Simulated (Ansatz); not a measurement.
Is this ZrSi3O8 structure stable?

The structure comes from a generated guess, relaxed at this level; another structure or a mixture of phases may lie lower.

Level of theory: DFT PBE, scalar-relativistic, plane waves, PAW (Ansatz 0.2.0). Plane waves to 420 eV, a 4×4×4 mesh through Γ for the 12-atom cell and 0.02 eV Gaussian smearing; no spin polarisation.

```cif
data_structure
_symmetry_space_group_name_H-M 'C2'
_symmetry_Int_Tables_number 5
_cell_length_a 7.5247
_cell_length_b 7.6614
_cell_length_c 7.6072
_cell_angle_alpha 90.000
_cell_angle_beta 90.038
_cell_angle_gamma 90.000
_cell_volume 438.55
loop_
_atom_site_label
_atom_site_type_symbol
_atom_site_symmetry_multiplicity
_atom_site_Wyckoff_symbol
_atom_site_fract_x
_atom_site_fract_y
_atom_site_fract_z
_atom_site_occupancy
Zr1 Zr 2 a 0.50000 0.27027 0.00000 1
Si1 Si 2 b 0.50000 0.72678 0.50000 1
Si2 Si 4 c 0.72551 0.00043 0.73042 1
O1 O 4 c 0.42666 0.13846 0.20889 1
O2 O 4 c 0.11121 0.10066 0.36798 1
O3 O 4 c 0.64116 0.84882 0.60557 1
O4 O 4 c 0.80491 0.91310 0.91022 1
```

The zero of energy is the elements' standard structures at the same level (O₂ as a molecule); no fitted shifts are applied.

Question: These tests were run: energy against the elements; phonons at Γ. What do they show?

Answer:

```tsv
test	result
energy against the elements	−2.870 eV/atom
phonons at Γ	lowest optical mode 38 cm⁻¹
```

It fails none of these tests. Whether a mixture of other phases lies lower isn't tested here. Phonons away from Γ weren't computed.

The run for the phonons used a 4×4×4 k mesh.
